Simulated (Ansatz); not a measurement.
# Ir: energy over volume and cell shape, part 2 of 3

A grid of calculations on Ir (Fm-3m, No. 225; 1 atom in the cell), to see where the energy is lowest and how it rises around there.

Ansatz 0.2.0; DFT LDA, scalar-relativistic, plane waves, PAW. The steps go on from the part before.

## (4) Changed: ecutwfc 700 eV, basis.precision f64, eigensolver.kind davidson

Contents of input.yaml:

```yaml
crystal:
  lattice:
    - [0.0, 1.9054060557, 1.9054060557]
    - [1.9054060557, 0.0, 1.9054060557]
    - [1.9054060557, 1.9054060557, 0.0]
  atoms:
    - { symbol: Ir, position: [0.0, 0.0, 0.0] }
basis:
  ecutwfc: "700 eV"
  precision: f64
kpoints:
  mp_grid: { grid: [18, 18, 18] }
hamiltonian:
  xc: lda
  pseudopotentials: { kind: paw, azcp: { folder: soft_1 } }
scf:
  occupations: { method: gaussian, width: 0.1 }
  eigensolver: { kind: davidson }
output:
  forces: true
  eigenvalues: true
  stress: true
```

On the command line:

```bash
ansatz run input.yaml --threads 1 --pin off --max-ram 2048MiB --backend cpu --events-out ev --progress --plain --runs-dir out
```

Output, cut to the lines that bear on the results:

```text
Warning: <dir> the record states the generating functional pbe (its physics header spells it `PBE`), which answers neither for hamiltonian.xc's functional nor for the lda family's — results may be inconsistent (PPs are generated against a specific XC)
Warning: RAYON_NUM_THREADS=1 ignored (pool sized by the plan → 1); use --threads N
[...]
Pseudopotentials: kind: paw
Pseudopotential: Ir, paw, valence charge 17, recommended cutoff 420 eV (normal), <dir>
Functional definition: SPW92
[...]
Crystal: 1 atoms, lattice volume = 13.835 Å³
Basis set: ecut = 700 eV, 561 PW (Γ)
[...]
Free energy (F): -11664.559294 eV
[...]
E sigma→0 (E₀):  -11664.556862 eV
Entropy (-TS):   -0.004862 eV (-4.862 meV/atom)
Fermi energy:    26.207779 eV
[...]
--- Forces (eV/Å), atoms counted from 1 ---
  atom   1  Ir    -0.00000000     0.00000000     0.00000000
[...]
--- Stress (GPa, compression-positive) ---
        0.007993       0.000000       0.000000
        0.000000       0.007993       0.000000
        0.000000       0.000000       0.007993
  P = ⅓ Tr σ = 0.0080 GPa (0.080 kbar)
--- Band table (eV; the first three rows and the last of 195) ---
  k-point 0: bands = ["-66.9085", "-23.2215", "-23.2215", "-23.2215", "14.7753", "22.1261", "22.1261", "22.1261", "24.9469", "24.9469", "39.7657", "45.3436", "45.3436"]
[...]
```

Run time: 2.1 s. Hardware: 1 thread of Intel Xeon 6975P-C (Granite Rapids), shared host; peak memory 0.36 GiB.

```tsv
run	ending	energy change	pressure (GPa)	gap (eV)	force (eV/Å)	cycles	time
step 3	converged	0	0.0	0.00	0.00	-	6.3 s
variant	converged	-1.3 meV/atom	0.0	0.00	0.00	5	2.1 s
```

Changing the cutoff, arithmetic precision and solver moves the energy by -1.3 meV/atom. More plane waves (700 against 420 eV) lower the energy, so the reference carries about that much basis error.

## (5) Reference cell

Contents of input.yaml:

```yaml
crystal:
  lattice:
    - [0.0, 1.9054060557, 1.9054060557]
    - [1.9054060557, 0.0, 1.9054060557]
    - [1.9054060557, 1.9054060557, 0.0]
  atoms:
    - { symbol: Ir, position: [0.0, 0.0, 0.0] }
basis:
  ecutwfc: 420
kpoints:
  mp_grid: { grid: [22, 22, 22] }
hamiltonian:
  xc: lda
  pseudopotentials: { kind: paw, azcp: { folder: soft_1 } }
scf:
  occupations: { method: gaussian, width: 0.15 }
output:
  forces: true
  stress: true
  eigenvalues: true
```

On the command line:

```bash
ansatz run input.yaml --threads 1 --pin off --max-ram 2048MiB --backend cpu --events-out ev --progress --plain --runs-dir out
```

Output, cut to the lines that bear on the results:

```text
Warning: <dir> the record states the generating functional pbe (its physics header spells it `PBE`), which answers neither for hamiltonian.xc's functional nor for the lda family's — results may be inconsistent (PPs are generated against a specific XC)
Warning: RAYON_NUM_THREADS=1 ignored (pool sized by the plan → 1); use --threads N
[...]
[... 3 set-up lines as earlier in the session ...]
[...]
Crystal: 1 atoms, lattice volume = 13.835 Å³
Basis set: ecut = 420 eV, 283 PW (Γ)
[...]
Free energy (F): -11664.556121 eV
[...]
E sigma→0 (E₀):  -11664.550223 eV
Entropy (-TS):   -0.011797 eV (-11.797 meV/atom)
Fermi energy:    26.141181 eV
[...]
--- Forces (eV/Å), atoms counted from 1 ---
  atom   1  Ir     0.00000000     0.00000000     0.00000000
[...]
--- Stress (GPa, compression-positive) ---
        0.187088       0.000000       0.000000
       -0.000000       0.187088       0.000000
       -0.000000       0.000000       0.187088
  P = ⅓ Tr σ = 0.1871 GPa (1.871 kbar)
--- Band table (eV; the first three rows and the last of 328) ---
  k-point 0: bands = ["-66.9097", "-23.2231", "-23.2231", "-23.2231", "14.7756", "22.1252", "22.1252", "22.1252", "24.9452", "24.9452", "39.7677", "45.3443", "45.3443"]
[...]
```

Run time: 2 s. Hardware: 1 thread of Intel Xeon 6975P-C (Granite Rapids), shared host; peak memory 0.38 GiB.

## (6) The grid

The energy is mapped over volume and the cell's shape.

- volume per atom: 7 values from 12.729 to 14.942 Å³
- c/a of the conventional cell: 9 values from 0.629 to 1.167

Nothing else is relaxed (symmetry fixes all fractional coordinates). Energies count from the relaxed crystal. Points are written as (first, second).

Of the runs on the grid, 8 are shown in the steps below; the others differ only in the two coordinates.

## (7) The run at (14.204 Å³, 1.000)

Changes to input.yaml since step 5:

```diff
@@ -2,5 +2,5 @@
   lattice:
-    - [0.0, 1.9054060557, 1.9054060557]
-    - [1.9054060557, 0.0, 1.9054060557]
-    - [1.9054060557, 1.9054060557, 0.0]
+    - [0.0, 1.9221777951, 1.9221777951]
+    - [1.9221777951, 0.0, 1.9221777951]
+    - [1.9221777951, 1.9221777951, 0.0]
   atoms:
```

On the command line:

```bash
ansatz run input.yaml --threads 1 --pin off --max-ram 2048MiB --backend cpu --events-out ev --progress --plain --runs-dir out
```

Output, cut to the lines that bear on the results:

```text
Warning: <dir> the record states the generating functional pbe (its physics header spells it `PBE`), which answers neither for hamiltonian.xc's functional nor for the lda family's — results may be inconsistent (PPs are generated against a specific XC)
Warning: RAYON_NUM_THREADS=1 ignored (pool sized by the plan → 1); use --threads N
[...]
[... 3 set-up lines as earlier in the session ...]
[...]
Crystal: 1 atoms, lattice volume = 14.204 Å³
Basis set: ecut = 420 eV, 283 PW (Γ)
[...]
E sigma→0 (E₀):  -11664.538589 eV
Entropy (-TS):   -0.012318 eV (-12.318 meV/atom)
Fermi energy:    25.282999 eV
[...]
--- Forces (eV/Å), atoms counted from 1 ---
  atom   1  Ir    -0.00000000    -0.00000000     0.00000000
[...]
--- Stress (GPa, compression-positive) ---
       -9.805531       0.000000       0.000000
        0.000000      -9.805531      -0.000000
        0.000000       0.000000      -9.805531
  P = ⅓ Tr σ = -9.8055 GPa (-98.055 kbar)
--- Band table (eV; the first three rows and the last of 328) ---
  k-point 0: bands = ["-67.6909", "-24.0300", "-24.0300", "-24.0300", "14.1967", "21.4249", "21.4249", "21.4249", "24.1315", "24.1315", "38.9898", "44.4183", "44.4183"]
[...]
```

Wall time 2 s (1 thread of Intel Xeon 6975P-C (Granite Rapids), shared host); peak memory 0.37 GiB.

That is 11 meV/atom from the zero.

## (8) Point (14.204 Å³, 0.793)

Changes to input.yaml since step 7:

```diff
@@ -2,5 +2,5 @@
   lattice:
-    - [0.0, 1.9221777951, 1.9221777951]
-    - [1.9221777951, 0.0, 1.9221777951]
-    - [1.9221777951, 1.9221777951, 0.0]
+    - [0.0, 2.0765034363, 1.6470825257]
+    - [2.0765034363, 0.0, 1.6470825257]
+    - [2.0765034363, 2.0765034363, 0.0]
   atoms:
```

On the command line:

```bash
ansatz run input.yaml --threads 1 --pin off --max-ram 2048MiB --backend cpu --events-out ev --progress --plain --runs-dir out
```

Output, cut to the lines that bear on the results:

```text
Warning: <dir> the record states the generating functional pbe (its physics header spells it `PBE`), which answers neither for hamiltonian.xc's functional nor for the lda family's — results may be inconsistent (PPs are generated against a specific XC)
Warning: RAYON_NUM_THREADS=1 ignored (pool sized by the plan → 1); use --threads N
[...]
[... 3 set-up lines as earlier in the session ...]
[...]
Crystal: 1 atoms, lattice volume = 14.204 Å³
Basis set: ecut = 420 eV, 273 PW (Γ)
[...]
E sigma→0 (E₀):  -11664.079146 eV
Entropy (-TS):   -0.016264 eV (-16.264 meV/atom)
Fermi energy:    25.135806 eV
[...]
--- Forces (eV/Å), atoms counted from 1 ---
  atom   1  Ir     0.00000000    -0.00000000     0.00000000
[...]
--- Stress (GPa, compression-positive) ---
      -17.950051       0.000000      -0.000000
        0.000000     -17.950051      -0.000000
       -0.000000      -0.000000      32.481515
  P = ⅓ Tr σ = -1.1395 GPa (-11.395 kbar)
--- Band table (eV; the first three rows and the last of 834) ---
  k-point 0: bands = ["-67.5688", "-23.9721", "-23.9721", "-23.8031", "14.2054", "21.0565", "21.0565", "22.1653", "23.4619", "25.1040", "39.9701", "42.1925", "42.1925"]
[...]
```

It took 4 s on 1 thread of Intel Xeon 6975P-C (Granite Rapids), shared host; peak memory 0.46 GiB.

On the map this point reads 469 meV/atom.

## (9) The run at (14.573 Å³, 0.857)

Changes to input.yaml since step 8:

```diff
@@ -2,5 +2,5 @@
   lattice:
-    - [0.0, 2.0765034363, 1.6470825257]
-    - [2.0765034363, 0.0, 1.6470825257]
-    - [2.0765034363, 2.0765034363, 0.0]
+    - [0.0, 2.0410936996, 1.7490131912]
+    - [2.0410936996, 0.0, 1.7490131912]
+    - [2.0410936996, 2.0410936996, 0.0]
   atoms:
```

On the command line:

```bash
ansatz run input.yaml --threads 1 --pin off --max-ram 2048MiB --backend cpu --events-out ev --progress --plain --runs-dir out
```

Output, cut to the lines that bear on the results:

```text
Warning: <dir> the record states the generating functional pbe (its physics header spells it `PBE`), which answers neither for hamiltonian.xc's functional nor for the lda family's — results may be inconsistent (PPs are generated against a specific XC)
Warning: RAYON_NUM_THREADS=1 ignored (pool sized by the plan → 1); use --threads N
[...]
[... 3 set-up lines as earlier in the session ...]
[...]
Crystal: 1 atoms, lattice volume = 14.573 Å³
Basis set: ecut = 420 eV, 305 PW (Γ)
[...]
E sigma→0 (E₀):  -11664.283840 eV
Entropy (-TS):   -0.013640 eV (-13.640 meV/atom)
Fermi energy:    24.417147 eV
[...]
--- Forces (eV/Å), atoms counted from 1 ---
  atom   1  Ir     0.00000000     0.00000000     0.00000000
[...]
--- Stress (GPa, compression-positive) ---
      -28.187106       0.000000       0.000000
        0.000000     -28.187106       0.000000
        0.000000       0.000000      14.313005
  P = ⅓ Tr σ = -14.0204 GPa (-140.204 kbar)
--- Band table (eV; the first three rows and the last of 834) ---
  k-point 0: bands = ["-68.3760", "-24.7820", "-24.7820", "-24.6587", "13.6545", "20.3780", "20.3780", "22.0710", "22.0773", "24.2444", "38.6642", "42.0456", "42.0456"]
[...]
```

Wall time 4 s (1 thread of Intel Xeon 6975P-C (Granite Rapids), shared host); peak memory 0.47 GiB.

That is 265 meV/atom from the zero.

## (10) Grid point (13.466 Å³, 0.680)

Changes to input.yaml since step 9:

```diff
@@ -2,5 +2,5 @@
   lattice:
-    - [0.0, 2.0410936996, 1.7490131912]
-    - [2.0410936996, 0.0, 1.7490131912]
-    - [2.0410936996, 2.0410936996, 0.0]
+    - [0.0, 2.1476513608, 1.45975863]
+    - [2.1476513608, 0.0, 1.45975863]
+    - [2.1476513608, 2.1476513608, 0.0]
   atoms:
```

On the command line:

```bash
ansatz run input.yaml --threads 1 --pin off --max-ram 2048MiB --backend cpu --events-out ev --progress --plain --runs-dir out
```

Output, cut to the lines that bear on the results:

```text
[...]
SCF converged after 6 iterations
Free energy (F): -11663.841568 eV
[...]
E sigma→0 (E₀):  -11663.830325 eV
Entropy (-TS):   -0.022486 eV (-22.486 meV/atom)
Fermi energy:    26.792717 eV
[...]
--- Forces (eV/Å), atoms counted from 1 ---
  atom   1  Ir    -0.00000000     0.00000000     0.00000000
[...]
--- Stress (GPa, compression-positive) ---
       34.415990       0.000000       0.000000
        0.000000      34.415990       0.000000
        0.000000       0.000000       6.987781
  P = ⅓ Tr σ = 25.2733 GPa (252.733 kbar)
--- Band table (eV; the first three rows and the last of 834) ---
  k-point 0: bands = ["-65.8920", "-22.2814", "-22.1452", "-22.1452", "15.3999", "22.4814", "22.9244", "22.9244", "25.7550", "26.5565", "42.6961", "42.6961", "43.6112"]
[...]
```

It took 3.9 s on 1 thread of Intel Xeon 6975P-C (Granite Rapids), shared host; peak memory 0.46 GiB.

That is 715 meV/atom from the zero.

## (11) Point (14.573 Å³, 1.167)

Changes to input.yaml since step 10:

```diff
@@ -2,5 +2,5 @@
   lattice:
-    - [0.0, 2.1476513608, 1.45975863]
-    - [2.1476513608, 0.0, 1.45975863]
-    - [2.1476513608, 2.1476513608, 0.0]
+    - [0.0, 1.8414052247, 2.1489198972]
+    - [1.8414052247, 0.0, 2.1489198972]
+    - [1.8414052247, 1.8414052247, 0.0]
   atoms:
```

On the command line:

```bash
ansatz run input.yaml --threads 1 --pin off --max-ram 2048MiB --backend cpu --events-out ev --progress --plain --runs-dir out
```

Output, cut to the lines that bear on the results:

```text
Warning: <dir> the record states the generating functional pbe (its physics header spells it `PBE`), which answers neither for hamiltonian.xc's functional nor for the lda family's — results may be inconsistent (PPs are generated against a specific XC)
Warning: RAYON_NUM_THREADS=1 ignored (pool sized by the plan → 1); use --threads N
[...]
[... 3 set-up lines as earlier in the session ...]
[...]
Crystal: 1 atoms, lattice volume = 14.573 Å³
Basis set: ecut = 420 eV, 283 PW (Γ)
[...]
E sigma→0 (E₀):  -11664.262501 eV
Entropy (-TS):   -0.012524 eV (-12.524 meV/atom)
Fermi energy:    24.465257 eV
[...]
--- Forces (eV/Å), atoms counted from 1 ---
  atom   1  Ir     0.00000000    -0.00000000     0.00000000
[...]
--- Stress (GPa, compression-positive) ---
        3.948384       0.000000       0.000000
        0.000000       3.948384       0.000000
        0.000000       0.000000     -45.287596
  P = ⅓ Tr σ = -12.4636 GPa (-124.636 kbar)
--- Band table (eV; the first three rows and the last of 834) ---
  k-point 0: bands = ["-68.3893", "-24.8270", "-24.7054", "-24.7054", "13.6614", "19.4726", "21.6328", "21.6328", "21.8564", "24.6142", "38.6343", "40.8962", "45.0378"]
[...]
```

Wall time 3.9 s (1 thread of Intel Xeon 6975P-C (Granite Rapids), shared host); peak memory 0.47 GiB.

On the map this point reads 287 meV/atom.

## (12) Point (13.098 Å³, 0.680)

Changes to input.yaml since step 11:

```diff
@@ -2,5 +2,5 @@
   lattice:
-    - [0.0, 1.8414052247, 2.1489198972]
-    - [1.8414052247, 0.0, 2.1489198972]
-    - [1.8414052247, 1.8414052247, 0.0]
+    - [0.0, 2.1279066583, 1.4463381557]
+    - [2.1279066583, 0.0, 1.4463381557]
+    - [2.1279066583, 2.1279066583, 0.0]
   atoms:
```

On the command line:

```bash
ansatz run input.yaml --threads 1 --pin off --max-ram 2048MiB --backend cpu --events-out ev --progress --plain --runs-dir out
```

Output, cut to the lines that bear on the results:

```text
[...]
SCF converged after 6 iterations
Free energy (F): -11663.767564 eV
[...]
E sigma→0 (E₀):  -11663.756876 eV
Entropy (-TS):   -0.021376 eV (-21.376 meV/atom)
Fermi energy:    27.731401 eV
[...]
--- Forces (eV/Å), atoms counted from 1 ---
  atom   1  Ir     0.00000000     0.00000000     0.00000000
[...]
--- Stress (GPa, compression-positive) ---
       49.342619       0.000000      -0.000000
        0.000000      49.342619      -0.000000
       -0.000000      -0.000000      19.891441
  P = ⅓ Tr σ = 39.5256 GPa (395.256 kbar)
--- Band table (eV; the first three rows and the last of 834) ---
  k-point 0: bands = ["-65.0276", "-21.3857", "-21.2464", "-21.2464", "16.0493", "23.2399", "23.7018", "23.7018", "26.6370", "27.4732", "43.5905", "43.5905", "44.5240"]
[...]
```

It took 3.8 s on 1 thread of Intel Xeon 6975P-C (Granite Rapids), shared host; peak memory 0.46 GiB.

That is 789 meV/atom from the zero.

## (13) Point (14.573 Å³, 0.680)

Changes to input.yaml since step 12:

```diff
@@ -2,5 +2,5 @@
   lattice:
-    - [0.0, 2.1279066583, 1.4463381557]
-    - [2.1279066583, 0.0, 1.4463381557]
-    - [2.1279066583, 2.1279066583, 0.0]
+    - [0.0, 2.2049592438, 1.498710798]
+    - [2.2049592438, 0.0, 1.498710798]
+    - [2.2049592438, 2.2049592438, 0.0]
   atoms:
@@ -20 +20,5 @@
   eigenvalues: true
+  write_density: true
+  write_potential: true
+  elf: true
+  volumetric_format: npy
```

On the command line:

```bash
ansatz run input.yaml --threads 1 --pin off --max-ram 2048MiB --backend cpu --events-out ev --progress --plain --runs-dir out
```

Output, cut to the lines that bear on the results:

```text
[...]
SCF converged after 6 iterations
Free energy (F): -11663.897862 eV
[...]
E sigma→0 (E₀):  -11663.884930 eV
Entropy (-TS):   -0.025863 eV (-25.863 meV/atom)
Fermi energy:    24.247092 eV
[...]
--- Forces (eV/Å), atoms counted from 1 ---
  atom   1  Ir     0.00000000     0.00000000    -0.00000000
[...]
--- Stress (GPa, compression-positive) ---
        0.871838       0.000000       0.000000
        0.000000       0.871838      -0.000000
        0.000000       0.000000     -21.370530
  P = ⅓ Tr σ = -6.5423 GPa (-65.423 kbar)
--- Band table (eV; the first three rows and the last of 834) ---
  k-point 0: bands = ["-68.2435", "-24.7046", "-24.5786", "-24.5786", "13.6599", "20.4144", "20.8075", "20.8075", "23.3556", "24.0637", "40.2396", "40.2396", "41.1039"]
[...]
```

Run time: 6.1 s. Hardware: 1 thread of Intel Xeon 6975P-C (Granite Rapids), shared host; peak memory 0.46 GiB.

The maps below are laid out on this run's own conventional cell (a, b, c = 3.118, 3.118, 2.997 Å).

Density in a lattice plane of the grid's cell (edges 3.12 and 3.00 Å, at 0.000 of the third edge), which holds Ir.

Values in e/Å³, 12 rows by 12 columns:
```
9.06 7.99 5.15 1.90 0.66 0.33 0.25 0.33 0.66 1.90 5.15 7.99
6.32 5.26 3.04 1.11 0.50 0.30 0.24 0.30 0.50 1.11 3.04 5.26
2.63 2.08 1.17 0.59 0.36 0.27 0.24 0.27 0.36 0.59 1.17 2.08
0.85 0.73 0.53 0.37 0.29 0.25 0.24 0.25 0.29 0.37 0.53 0.73
0.40 0.37 0.32 0.28 0.26 0.25 0.25 0.25 0.26 0.28 0.32 0.37
0.30 0.29 0.27 0.25 0.25 0.26 0.26 0.26 0.25 0.25 0.27 0.29
0.40 0.37 0.32 0.28 0.26 0.25 0.25 0.25 0.26 0.28 0.32 0.37
0.85 0.73 0.53 0.37 0.29 0.25 0.24 0.25 0.29 0.37 0.53 0.73
2.63 2.08 1.17 0.59 0.36 0.27 0.24 0.27 0.36 0.59 1.17 2.08
6.32 5.26 3.04 1.11 0.50 0.30 0.24 0.30 0.50 1.11 3.04 5.26
9.06 7.99 5.15 1.90 0.66 0.33 0.25 0.33 0.66 1.90 5.15 7.99
9.91 9.04 6.17 2.37 0.75 0.35 0.25 0.35 0.75 2.37 6.17 9.04
```
Columns run along the first of these edges and rows up along the second, over one cell in 12 and 12 even steps from the bottom left corner. Atoms in the plane (fractional): Ir at (0.00, 0.00).

ELF in the same plane.

Values, 12 rows by 12 columns:
```
0.49 0.55 0.59 0.49 0.32 0.25 0.24 0.25 0.32 0.49 0.59 0.55
0.59 0.57 0.51 0.38 0.27 0.24 0.23 0.24 0.27 0.38 0.51 0.57
0.52 0.47 0.37 0.27 0.25 0.24 0.23 0.24 0.25 0.27 0.37 0.47
0.34 0.31 0.26 0.25 0.25 0.24 0.23 0.24 0.25 0.25 0.26 0.31
0.28 0.28 0.26 0.26 0.25 0.24 0.24 0.24 0.25 0.26 0.26 0.28
0.31 0.30 0.28 0.26 0.24 0.24 0.24 0.24 0.24 0.26 0.28 0.30
0.28 0.28 0.26 0.26 0.25 0.24 0.24 0.24 0.25 0.26 0.26 0.28
0.34 0.31 0.26 0.25 0.25 0.24 0.23 0.24 0.25 0.25 0.26 0.31
0.52 0.47 0.37 0.27 0.25 0.24 0.23 0.24 0.25 0.27 0.37 0.47
0.59 0.57 0.51 0.38 0.27 0.24 0.23 0.24 0.27 0.38 0.51 0.57
0.49 0.55 0.59 0.49 0.32 0.25 0.24 0.25 0.32 0.49 0.59 0.55
0.38 0.50 0.60 0.54 0.35 0.25 0.24 0.25 0.35 0.54 0.60 0.50
```
Columns run along the first of these edges and rows up along the second, over one cell in 12 and 12 even steps from the bottom left corner. Atoms in the plane (fractional): Ir at (0.00, 0.00).

Both are smooth fields of the valence electrons: close to the nuclei they are not physical.

Energy on the map's scale: 658 meV/atom.

## (14) Grid point (13.098 Å³, 0.793)

Contents of input.yaml:

```yaml
crystal:
  lattice:
    - [0.0, 2.0211447986, 1.6031720542]
    - [2.0211447986, 0.0, 1.6031720542]
    - [2.0211447986, 2.0211447986, 0.0]
  atoms:
    - { symbol: Ir, position: [0.0, 0.0, 0.0] }
basis:
  ecutwfc: 420
kpoints:
  mp_grid: { grid: [22, 22, 22] }
hamiltonian:
  xc: lda
  pseudopotentials: { kind: paw, azcp: { folder: soft_1 } }
scf:
  occupations: { method: gaussian, width: 0.15 }
output:
  forces: true
  stress: true
  eigenvalues: true
```

On the command line:

```bash
ansatz run input.yaml --threads 1 --pin off --max-ram 2048MiB --backend cpu --events-out ev --progress --plain --runs-dir out
```

Output, cut to the lines that bear on the results:

```text
[...]
SCF converged after 6 iterations
Free energy (F): -11663.978610 eV
[...]
E sigma→0 (E₀):  -11663.971819 eV
Entropy (-TS):   -0.013581 eV (-13.581 meV/atom)
Fermi energy:    27.829918 eV
[...]
--- Forces (eV/Å), atoms counted from 1 ---
  atom   1  Ir     0.00000000     0.00000000     0.00000000
[...]
--- Stress (GPa, compression-positive) ---
       14.735435       0.000000       0.000000
        0.000000      14.735435       0.000000
        0.000000       0.000000      76.865133
  P = ⅓ Tr σ = 35.4453 GPa (354.453 kbar)
--- Band table (eV; the first three rows and the last of 834) ---
  k-point 0: bands = ["-65.1000", "-21.4175", "-21.4175", "-21.2385", "16.0482", "23.2265", "23.2265", "24.4810", "25.9039", "27.7701", "42.4731", "44.8479", "44.8479"]
[...]
```

It took 3.7 s on 1 thread of Intel Xeon 6975P-C (Granite Rapids), shared host; peak memory 0.46 GiB.

Energy on the map's scale: 578 meV/atom.

## (15) All points together

63 points were computed. Energies in meV/atom, from the relaxed crystal:

```tsv
c/a of the conventional cell ↓, volume per atom (Å³) →	12.729	13.098	13.466	13.835	14.204	14.573	14.942
1.167	454	360	301	272	269	287	325
1.080	215	133	87	69	77	107	154
1.000	134	56	14	0	11	44	95
0.926	209	128	82	65	74	104	152
0.857	410	321	267	242	243	265	307
0.793	678	578	513	478	469	482	514
0.734	899	789	715	672	654	659	683
0.680	898	789	715	671	653	658	682
0.629	727	622	552	513	500	510	538
```

The pressure (GPa) at each point:

| c/a of the conventional cell ↓, volume per atom (Å³) → | 12.729 | 13.098 | 13.466 | 13.835 | 14.204 | 14.573 | 14.942 |
| --- | --- | --- | --- | --- | --- | --- | --- |
| 1.167 | 49 | 33 | 19 | 7 | −4 | −12 | −20 |
| 1.080 | 44 | 27 | 14 | 2 | −8 | −17 | −24 |
| 1.000 | 42 | 26 | 12 | 0 | −10 | −18 | −26 |
| 0.926 | 43 | 27 | 13 | 2 | −9 | −17 | −24 |
| 0.857 | 47 | 31 | 17 | 5 | −5 | −14 | −21 |
| 0.793 | 52 | 35 | 21 | 9 | −1 | −10 | −18 |
| 0.734 | 56 | 39 | 25 | 13 | 2 | −7 | −14 |
| 0.680 | 56 | 40 | 25 | 13 | 2 | −7 | −14 |
| 0.629 | 54 | 38 | 23 | 11 | 1 | −8 | −16 |

[end of part 2 of 3]
